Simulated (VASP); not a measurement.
MnS:

```
Mn S
1.0
     1.83000    1.05655    2.97092
    -1.83000    1.05655    2.97092
     0.00000   -2.11310    2.97092
Mn S
1 1
Direct
  0.00000 0.00000 0.00000
  0.50000 0.50000 0.50000
```

The cell is a database's computed one.

* Program: VASP 6.6.1
* Task: single point
* Functional: PBE
* Potentials or basis: VASP PAW PBE potentials, release 64 (Mn_pv, S)
* Cutoff: 520 eV
* k mesh: 9 × 9 × 9
* Occupations: fermi-dirac, width 0.05 eV
* Spin: collinear spin, ferromagnetic start
* Starting moments: [4.0, 0.0] μB

On this cell: pressure -1.6 GPa; largest force under 0.003 eV/Å; net moment 4.66 μB per cell; site moments Mn +4.22; S +0.10 μB; band gap on the k mesh none (metal or under the smearing width).

The same run follows on a disturbed copy (atoms moved at random, drawn with an rms of 0.05 Å):

```
Mn S
1.0
     1.83000    1.05655    2.97092
    -1.83000    1.05655    2.97092
     0.00000   -2.11310    2.97092
Mn S
1 1
Direct
  0.00044 0.00920 0.00631
  0.50632 0.48826 0.49306
```

What does the disturbed cell give?

The energy (extrapolated to zero smearing) moves by +7.2 meV/atom; pressure -1.2 GPa; largest force 0.296 eV/Å; net moment 4.66 μB per cell; site moments Mn +4.21; S +0.10 μB; band gap on the k mesh none (metal or under the smearing width).

Forces in eV/Å, atoms in the order of the input:
```
Mn   0.152  0.040 -0.251
S   -0.152 -0.040  0.251
```

Stress tensor (GPa, compression positive):
```
-1.23  0.27 -0.35
 0.27 -1.43 -0.15
-0.35 -0.15 -0.94
```

Caveats: a cell with one magnetic atom can't hold antiferromagnetic order, which such compounds often take; semilocal functionals often make such compounds metallic where correlation or magnetic order opens a gap, which also shifts bond lengths.
